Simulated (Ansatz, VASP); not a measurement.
# One calculation of LiF, two programs

```xyz
2
Lattice="0.0000 2.0140 2.0140 2.0140 0.0000 2.0140 2.0140 2.0140 0.0000" Properties=species:S:1:pos:R:3 pbc="T T T"
Li    0.0000    0.0000    0.0000
F     2.0140    2.0140    2.0140
```

Alike in both runs: task single point; functional PBE; k mesh 10 × 10 × 10; occupations fermi-dirac, width 0.03 eV; no spin polarisation.

|  | VASP | Ansatz |
| --- | --- | --- |
| version | VASP 6.6.1 | Ansatz 0.2.0 |
| potentials or method | VASP PAW PBE potentials, release 64 (Li_sv, F), cutoff 520 eV | all-electron LAPW, scalar-relativistic |

VASP gave:

```
gap on the k mesh at the Fermi level (eV) : 9.09
```

Q: Which values does Ansatz return?

A: gap on the k mesh at the Fermi level (eV): 9.07.

Ansatz ran all-electron here, so the differences hold the error of VASP's frozen core and of both bases.

 A k mesh can miss the band edges.
